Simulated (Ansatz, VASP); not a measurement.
# Two plane-wave programs on Rh

```
Rh
1.0
     0.00000    1.89674    1.89674
     1.89674    0.00000    1.89674
     1.89674    1.89674    0.00000
Rh
1
Cartesian
  0.0000 0.0000 0.0000
```

Alike in both runs: functional PBE; dispersion D3(BJ); k mesh 18 × 18 × 18; occupations gaussian, width 0.1 eV; no spin polarisation.

Ansatz relaxed the structure, and its values are those at the end. VASP's run is a single point on that final structure, the one shown.

|  | VASP | Ansatz |
| --- | --- | --- |
| version | VASP 6.6.1 | Ansatz 0.2.0 |
| potentials or method | VASP PAW PBE potentials, release 64 (Rh_pv) | scalar-relativistic, plane waves, PAW |
| plane-wave cutoff (eV) | 520 | 420 |
| valence electrons in the cell | 15 | 17 |

```tsv
	VASP	Ansatz	Ansatz less VASP
gap on the k mesh at the Fermi level (eV)	none	none	-
pressure (GPa)	0.0	0.0	-0.02
```

A gap of «none» marks a metal or a gap that the smearing closes. The two sets of potentials don't hold the same shells in valence.

Caveats: pairwise dispersion overbinds metals, which lowers pressure and volume.
